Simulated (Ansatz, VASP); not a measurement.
TiN in VASP and in Ansatz

```
CELL_PARAMETERS angstrom
0.00000 2.11620 2.11620
2.11620 0.00000 2.11620
2.11620 2.11620 0.00000
ATOMIC_POSITIONS crystal
Ti 0.00000 0.00000 0.00000
N 0.50000 0.50000 0.50000
```

Alike in both runs: functional r2SCAN; k mesh 8 × 8 × 8; occupations gaussian, width 0.1 eV; no spin polarisation.

Ansatz relaxed the structure, and its values are those at the end. VASP's run is a single point on that final structure, the one shown.

|  | VASP | Ansatz |
| --- | --- | --- |
| version | VASP 6.6.1 | Ansatz 0.2.0 |
| potentials or method | VASP PAW PBE potentials, release 64 (Ti_sv, N) | scalar-relativistic, plane waves, PAW |
| plane-wave cutoff (eV) | 520 | 500 |
| valence electrons in the cell | 17 | 17 |

```csv
,VASP,Ansatz,Ansatz less VASP
gap on the k mesh at the Fermi level (eV),none,none,-
pressure (GPa),1.8,0.2,-1.51
```

A gap of «none» marks a metal or a gap that the smearing closes.

Caveats: the PAW data sets were made with another functional, which shifts forces and pressure a little (VASP).
